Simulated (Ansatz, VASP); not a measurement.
**MgO in VASP and in Ansatz**

INCAR

```
SYSTEM = MgO
PREC     = Accurate       ! precision mode
ENCUT    = 520            ! plane-wave cutoff, eV
EDIFF    = 1E-6           ! SCF threshold, eV
ISMEAR   = 0              ! smearing method
SIGMA    = 0.05           ! smearing width, eV
LREAL    = .False.        ! projectors in reciprocal space
LASPH    = .True.         ! aspherical terms in the spheres
NELM     = 80             ! most SCF steps
ALGO     = Normal         ! electronic algorithm
ISIF     = 2              ! what is computed and relaxed
LWAVE    = .False.        ! write WAVECAR
LCHARG   = .False.        ! write CHGCAR
GGA      = PS             ! functional
NBANDS   = 16             ! bands
```

KPOINTS

```
Automatic mesh
0
Gamma
  9 9 6
  0 0 0
```

Contents of POSCAR:

```
MgO
1.0
    3.3724495628      0.0000000000      0.0000000000
   -1.6862247814      2.9206269943      0.0000000000
    0.0000000000      0.0000000000      4.4883431560
Mg O
2 2
Direct
    0.6545737154      0.3091474307      0.7500000000
    0.3454262846      0.6908525693      0.2500000000
    0.6755705704      0.3511411408      0.2500000000
    0.3244294296      0.6488588592      0.7500000000
```

Input for Ansatz:

```yaml
crystal:
  lattice:
    - [3.3724495628, 0.0, 0.0]
    - [-1.6862247814, 2.9206269943, 0.0]
    - [0.0, 0.0, 4.488343156]
  atoms:
    - { symbol: Mg, position: [0.6545737154, 0.3091474307, 0.75] }
    - { symbol: Mg, position: [0.3454262846, 0.6908525693, 0.25] }
    - { symbol: O, position: [0.6755705704, 0.3511411408, 0.25] }
    - { symbol: O, position: [0.3244294296, 0.6488588592, 0.75] }
basis:
  ecutwfc: 520.0
kpoints:
  mp_grid: { grid: [9, 9, 6] }
hamiltonian:
  xc: pbesol
  pseudopotentials: { kind: paw, azcp: { folder: soft_1 } }
scf:
  occupations: { method: gaussian, width: 0.05 }
output:
  forces: true
  stress: true
  eigenvalues: true
```

Change from the starting cell: mode 5 frozen in at -0.073 Å, strain +e along z and -e/2 along x and y +0.0700.

Alike in both runs: task single point; functional PBEsol; k mesh 9 × 9 × 6; occupations gaussian, width 0.05 eV; no spin polarisation.

```csv
,VASP,Ansatz
version,VASP 6.6.1,Ansatz 0.2.0
potentials or method,"VASP PAW PBE potentials, release 64 (Mg, O)","scalar-relativistic, plane waves, PAW"
plane-wave cutoff (eV),520,520
valence electrons in the cell,16,32
```

|  | VASP | Ansatz | Ansatz less VASP |
| --- | --- | --- | --- |
| gap on the k mesh at the Fermi level (eV) | 3.15 | 3.16 | +0.009 |
| least direct gap on the mesh (eV) | 3.15 | 3.16 | +0.009 |
| pressure (GPa) | 2.3 | 2.7 | +0.31 |
| largest component of the traceless stress (GPa) | 10.18 | 10.03 | -0.157 |
| rms of the force components (eV/Å) | 0.239 | 0.236 | -0.0031 |

Atom by atom the forces differ by 0.003 eV/Å (rms over components). The two sets of potentials don't hold the same shells in valence. Ansatz warned: «pseudo_functional_mismatch».

Caveats: the PAW data sets were made with another functional, which shifts forces and pressure a little (VASP).
